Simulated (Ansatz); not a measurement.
ZrSe2:

```
CELL_PARAMETERS angstrom
3.79800 0.00000 0.00000
-1.89900 3.28916 0.00000
0.00000 0.00000 6.19200
ATOMIC_POSITIONS crystal
Zr 0.00000 0.00000 0.00000
Se 0.66667 0.33333 0.75000
Se 0.33333 0.66667 0.25000
```

Base run:

```yaml
Program: Ansatz 0.2.0
Functional: PBEsol
Potentials_or_basis: all-electron LAPW, scalar-relativistic
Cutoff: 216 eV (chosen from the basis error)
Basis_error_allowed: 0.002 eV/atom
k_mesh: 8 × 8 × 5
Occupations: fermi-dirac, width 0.05 eV
Spin: no spin polarisation
Hubbard_terms: Zr d U = 8 eV
```

Its results: band gap on the k mesh 2.17 eV, indirect (least direct gap 2.75 eV); pressure 6.7 GPa; largest force 0.657 eV/Å.

Q: The run is repeated on the same cell with these changes: hubbard terms from Zr d U = 8 eV to Zr d U = 2 eV. What comes out?

A: Band gap on the k mesh 0.64 eV, indirect (least direct gap 1.31 eV); pressure 0.4 GPa; largest force 0.195 eV/Å.

Caveats: U is the effective U less J, on atomic orbitals that reach past the spheres; an odd mesh through Γ misses points on the zone boundary, where band edges often lie; this functional lacks dispersion, which binds the layers, so the pressure and a relaxed spacing across them are unreliable; the density of states is complete only up to the lowest level of the last band computed.
